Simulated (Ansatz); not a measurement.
Task: a reaction energy of BaHfO3 from BaO and HfO2, with Ansatz 0.2.0 through its Python package. Give the script and its output. Settings (first run): PBE, PAW, cutoff 380 eV, 5×5×5 k-points, fixed occupations, D3BJATM dispersion.

Script `reaction_bahfo3.py`:
```python
"""Reaction energy of BaHfO3 from BaO and HfO2, after relaxing atoms and volume at fixed cell shape."""

from collections import Counter
import warnings

import ansatz
import numpy as np
from pymatgen.analysis.reaction_calculator import ComputedReaction
from pymatgen.entries.computed_entries import ComputedEntry

PHASES = {
    "BaHfO3 P4mm": (
        [[4.169567, 0.0, 0.0], [0.0, 4.169567, 0.0], [0.0, 0.0, 4.170377]],
        [
            ("Ba", [0.5, 0.5, 0.996425]),
            ("Hf", [0.0, 0.0, 0.497875]),
            ("O", [0.0, 0.5, 0.49889]),
            ("O", [0.5, 0.0, 0.49889]),
            ("O", [0.0, 0.0, 0.997941]),
        ],
    ),
    "BaO Fm-3m": (
        [[0.0, 2.75, 2.75], [2.75, 0.0, 2.75], [2.75, 2.75, 0.0]],
        [
            ("Ba", [0.0, 0.0, 0.0]),
            ("O", [0.5, 0.5, 0.5]),
        ],
    ),
    "HfO2 Fm-3m": (
        [[0.0, 2.5575, 2.5575], [2.5575, 0.0, 2.5575], [2.5575, 2.5575, 0.0]],
        [
            ("Hf", [0.0, 0.0, 0.0]),
            ("O", [0.25, 0.25, 0.25]),
            ("O", [0.75, 0.75, 0.75]),
        ],
    ),
}


def build(vectors, sites):
    crystal = ansatz.Crystal(lattice=ansatz.Lattice.of(vectors))
    for symbol, position in sites:
        crystal = crystal.atom(symbol, position)
    return crystal


def solve(name, crystal):
    calc = (
        crystal.calculation()
        .functional("pbe", dispersion="d3bjatm")
        .basis(380)
        .scf(max_iterations=60)
        .kpoints(spacing=0.34)
        .occupations("fixed")
        .stress()
    )
    calc = calc.relax(force_tolerance=0.02, fix_cell=["shape"])
    return calc.run()


def counts(outcome):
    return Counter(site.symbol for site in outcome.lattice.sites)


def volume_per_atom(outcome):
    return abs(np.linalg.det(outcome.lattice.cell_ang)) / len(outcome.lattice.sites)


def main() -> None:
    warnings.simplefilter("ignore", ansatz.DeckWarning)

    phases = {name: build(*cell) for name, cell in PHASES.items()}

    done = {}
    for name, crystal in phases.items():
        done[name] = solve(name, crystal)
        print(f"{name}: {done[name].report['free_energy_ev']:.4f} eV, {len(done[name].lattice.sites)} atoms")

    entry = {name: ComputedEntry(dict(counts(o)), o.report["free_energy_ev"]) for name, o in done.items()}
    reaction = ComputedReaction([entry["BaO Fm-3m"], entry["HfO2 Fm-3m"]], [entry["BaHfO3 P4mm"]])
    reaction.normalize_to(entry["BaHfO3 P4mm"].composition.reduced_composition)
    print(reaction)
    print("energy per formula unit of the product:", round(reaction.calculated_reaction_energy, 4), "eV")
    for name, o in done.items():
        print(f"  {name:18s} {volume_per_atom(o):7.3f} A^3/atom")


if __name__ == "__main__":
    main()
```

```console
$ python reaction_bahfo3.py
BaHfO3 P4mm: -23383.4292 eV, 5 atoms
BaO Fm-3m: -6519.9491 eV, 2 atoms
HfO2 Fm-3m: -16862.0081 eV, 3 atoms
BaO + HfO2 -> BaHfO3
energy per formula unit of the product: -1.472 eV
  BaHfO3 P4mm         14.662 A^3/atom
  BaO Fm-3m           21.159 A^3/atom
  HfO2 Fm-3m          10.895 A^3/atom
```

Notes:
- These settings explore the input space; cutoff and mesh may be short of convergence.
- The cutoff lies under the one recommended for these potentials.
- The run is spin-unpolarised.
- Atoms and volume are relaxed with the cell's shape held, which in cells of lower than cubic symmetry can hide stresses and shift volumes.
- Spin-orbit coupling, which matters for elements this heavy, is left out.
- The cells come from databases of deposited and of computed structures, and not all need be stable phases.
- The reactants and the product are the structures named, not necessarily the lowest of each compound, so sign and change of volume hang on that choice. A semilocal functional's error on such energies is often 0.05 to 0.1 eV an atom, and 0.1 to 0.3 eV against gases such as O2 or F2.
- The script silences the warnings on its input, which a real study should read.
- Wall time of the script: 50 s on 1 thread of Arm Neoverse V1 (shared host), peak memory 0.53 GiB.
